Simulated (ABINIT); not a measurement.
Al:

```
Al
1.0
     2.81246    0.00000    0.00000
    -1.40623    2.43566    0.00000
     0.00000    0.00000    4.86685
Al
2
Direct
  0.33333 0.66667 0.25000
  0.66667 0.33333 0.75000
```

This isn't the form of Al at room conditions, which is fcc.

| Item | Value |
| --- | --- |
| Program | ABINIT 10.8.3 (patched build) |
| Task | single point |
| Functional | PBE |
| Potentials or basis | JTH PAW PBE v2.0 |
| Cutoff | 408 eV |
| k mesh | 11 × 11 × 6 |
| Occupations | fermi-dirac, width 0.05 eV |
| Spin | no spin polarisation |

On this cell: pressure 0.0 GPa; largest force under 0.003 eV/Å; band gap on the k mesh none (metal or under the smearing width).

The same run follows on a disturbed copy (atoms moved at random, drawn with an rms of 0.05 Å):

```
Al
1.0
     2.81246    0.00000    0.00000
    -1.40623    2.43566    0.00000
     0.00000    0.00000    4.86685
Al
2
Direct
  0.31442 0.64697 0.24540
  0.66979 0.33912 0.75318
```

**Question.** What does the disturbed cell give?

**Answer.** The energy (extrapolated to zero smearing) moves by +2.1 meV/atom; pressure 0.1 GPa; largest force 0.136 eV/Å; band gap on the k mesh none (metal or under the smearing width).

Forces on the atoms (eV/Å):
```
Al   0.023  0.046  0.126
Al  -0.023 -0.046 -0.126
```

Stress tensor (GPa, compression positive):
```
 1.66  0.02  0.03
 0.02  1.57  0.07
 0.03  0.07 -2.91
```
